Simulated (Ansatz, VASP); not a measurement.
**V in VASP and in Ansatz**

```
CELL_PARAMETERS angstrom
2.99718 0.00000 0.00000
0.00000 2.99718 0.00000
0.00000 0.00000 18.49576
ATOMIC_POSITIONS crystal
V 0.50000 0.50000 0.37847
V 0.00000 0.00000 0.45949
V 0.50000 0.50000 0.53904
V 0.00000 0.00000 0.61276
```

Alike in both runs: functional PBE; k mesh 10 × 10 × 1; occupations gaussian, width 0.1 eV; no spin polarisation.

Ansatz relaxed the structure, and its values are those at the end. VASP's run is a single point on that final structure, the one shown.

```csv
,VASP,Ansatz
version,VASP 6.6.1,Ansatz 0.2.0
potentials or method,"VASP PAW PBE potentials, release 64 (V_sv)","scalar-relativistic, plane waves, PAW"
plane-wave cutoff (eV),520,420
valence electrons in the cell,52,52
```

|  | VASP | Ansatz | Ansatz less VASP |
| --- | --- | --- | --- |
| gap on the k mesh at the Fermi level (eV) | none | none | - |
| rms of the force components (eV/Å) | 0.229 | 0.234 | +0.0043 |
| work function, face that differs most (eV) | 3.89 | 3.90 | +0.004 |

A gap of «none» marks a metal or a gap that the smearing closes. With one functional, cell and mesh, what is left measures potentials, basis and numerics.
